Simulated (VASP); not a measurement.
Write the native input for VASP 6.6.1 that does the following.

* Task: Born charges and dielectric tensor
* Functional: revPBE
* Potentials or basis: VASP PAW PBE potentials, release 64 (N, B)
* Cutoff: 500 eV
* k mesh: 7 × 7 × 7
* Occupations: gaussian, width 0.01 eV
* Spin: collinear spin, zero start
* Starting moments: [0.0, 0.0, 0.0, 0.0, 0.0, 0.0, 0.0, 0.0] μB
* Further INCAR settings: ALGO = Normal; EDIFF = 1e-08

The structure of BN lies in BN.cif:

```cif
data_BN
_cell_length_a 3.62600200
_cell_length_b 3.62600200
_cell_length_c 3.62600200
_cell_angle_alpha 90.00000000
_cell_angle_beta 90.00000000
_cell_angle_gamma 90.00000000
_space_group_name_H-M_alt 'F-43m'
_space_group_name_Hall 'F -4 2 3'
_space_group_IT_number 216
loop_
_space_group_symop_operation_xyz
'x,y,z'
'y,-x,-z'
'-x,-y,z'
'-y,x,-z'
'x,-y,-z'
'y,x,z'
'-x,y,-z'
'-y,-x,z'
'z,x,y'
'-z,y,-x'
'z,-x,-y'
'-z,-y,x'
'-z,x,-y'
'z,y,x'
'-z,-x,y'
'z,-y,-x'
'y,z,x'
'-x,-z,y'
'-y,z,-x'
'x,-z,-y'
'-y,-z,x'
'x,z,y'
'y,-z,-x'
'-x,z,-y'
'x,y+1/2,z+1/2'
'y,-x+1/2,-z+1/2'
'-x,-y+1/2,z+1/2'
'-y,x+1/2,-z+1/2'
'x,-y+1/2,-z+1/2'
'y,x+1/2,z+1/2'
'-x,y+1/2,-z+1/2'
'-y,-x+1/2,z+1/2'
'z,x+1/2,y+1/2'
'-z,y+1/2,-x+1/2'
'z,-x+1/2,-y+1/2'
'-z,-y+1/2,x+1/2'
'-z,x+1/2,-y+1/2'
'z,y+1/2,x+1/2'
'-z,-x+1/2,y+1/2'
'z,-y+1/2,-x+1/2'
'y,z+1/2,x+1/2'
'-x,-z+1/2,y+1/2'
'-y,z+1/2,-x+1/2'
'x,-z+1/2,-y+1/2'
'-y,-z+1/2,x+1/2'
'x,z+1/2,y+1/2'
'y,-z+1/2,-x+1/2'
'-x,z+1/2,-y+1/2'
'x+1/2,y,z+1/2'
'y+1/2,-x,-z+1/2'
'-x+1/2,-y,z+1/2'
'-y+1/2,x,-z+1/2'
'x+1/2,-y,-z+1/2'
'y+1/2,x,z+1/2'
'-x+1/2,y,-z+1/2'
'-y+1/2,-x,z+1/2'
'z+1/2,x,y+1/2'
'-z+1/2,y,-x+1/2'
'z+1/2,-x,-y+1/2'
'-z+1/2,-y,x+1/2'
'-z+1/2,x,-y+1/2'
'z+1/2,y,x+1/2'
'-z+1/2,-x,y+1/2'
'z+1/2,-y,-x+1/2'
'y+1/2,z,x+1/2'
'-x+1/2,-z,y+1/2'
'-y+1/2,z,-x+1/2'
'x+1/2,-z,-y+1/2'
'-y+1/2,-z,x+1/2'
'x+1/2,z,y+1/2'
'y+1/2,-z,-x+1/2'
'-x+1/2,z,-y+1/2'
'x+1/2,y+1/2,z'
'y+1/2,-x+1/2,-z'
'-x+1/2,-y+1/2,z'
'-y+1/2,x+1/2,-z'
'x+1/2,-y+1/2,-z'
'y+1/2,x+1/2,z'
'-x+1/2,y+1/2,-z'
'-y+1/2,-x+1/2,z'
'z+1/2,x+1/2,y'
'-z+1/2,y+1/2,-x'
'z+1/2,-x+1/2,-y'
'-z+1/2,-y+1/2,x'
'-z+1/2,x+1/2,-y'
'z+1/2,y+1/2,x'
'-z+1/2,-x+1/2,y'
'z+1/2,-y+1/2,-x'
'y+1/2,z+1/2,x'
'-x+1/2,-z+1/2,y'
'-y+1/2,z+1/2,-x'
'x+1/2,-z+1/2,-y'
'-y+1/2,-z+1/2,x'
'x+1/2,z+1/2,y'
'y+1/2,-z+1/2,-x'
'-x+1/2,z+1/2,-y'
loop_
_atom_site_label
_atom_site_type_symbol
_atom_site_symmetry_multiplicity
_atom_site_Wyckoff_symbol
_atom_site_fract_x
_atom_site_fract_y
_atom_site_fract_z
_atom_site_occupancy
N1 N 4 d 0.2500000000 0.2500000000 0.7500000000 1
B1 B 4 a 0.0000000000 0.0000000000 0.0000000000 1
```

The structure of BN lies in POSCAR:

```
N  B 
 1.0000000000000000
     3.6260020000000002    0.0000000000000000    0.0000000000000000
     0.0000000000000000    3.6260020000000002    0.0000000000000000
     0.0000000000000000    0.0000000000000000    3.6260020000000002
 N   B  
   4   4
Cartesian
  0.9065005000000000  0.9065005000000000  2.7195015000000007
  0.9065005000000000  2.7195015000000002  0.9065004999999996
  2.7195015000000002  2.7195015000000002  2.7195015000000007
  2.7195015000000002  0.9065005000000000  0.9065004999999996
  0.0000000000000000  0.0000000000000000  0.0000000000000000
  0.0000000000000000  1.8130010000000001  1.8130010000000001
  1.8130010000000001  0.0000000000000000  1.8130010000000001
  1.8130010000000001  1.8130010000000001  0.0000000000000000
```

The cell is a database's computed one.

These files were run (other wordings do the same):

INCAR

```
ALGO = Normal ; EDIFF = 1E-8
ENCUT = 500 ; GGA = RE
ISIF = 2 ; ISMEAR = 0
ISPIN = 2 ; LASPH = True
LCHARG = False ; LEPSILON = True
LORBIT = 11 ; LREAL = False
LWAVE = False ; MAGMOM = 0 0 0 0 0 0 0 0
NELM = 100 ; PREC = Accurate
SIGMA = 0.01
```

KPOINTS

```
k-points
0
Gamma
  7 7 7
```

Potentials or basis: VASP PAW PBE potentials, release 64 (N, B).

The run is started by

```sh
$ ase convert -i cif -o vasp BN.cif POSCAR
$ cat potpaw_PBE.64/N/POTCAR potpaw_PBE.64/B/POTCAR > POTCAR
$ mpirun -np 1 vasp_std > vasp.out
```

Results of the run:

```
Band gap on the k mesh                                : 4.47 eV
Net moment                                            : 0.00 μB per cell
Valence electrons inside the program's atomic spheres : N 3.97; B 2.02
Electronic dielectric tensor (diagonal)               : 4.62
Born charges (mean of the diagonal)                   : N -1.92; B +1.92 e
```

Caveat: an odd mesh through Γ misses points on the zone boundary, where band edges often lie.

It took 7.6 min on 1 thread of Intel(R) Xeon(R) Platinum 8488C (Sapphire Rapids), with other jobs on the host, peak memory 0.38 GiB.
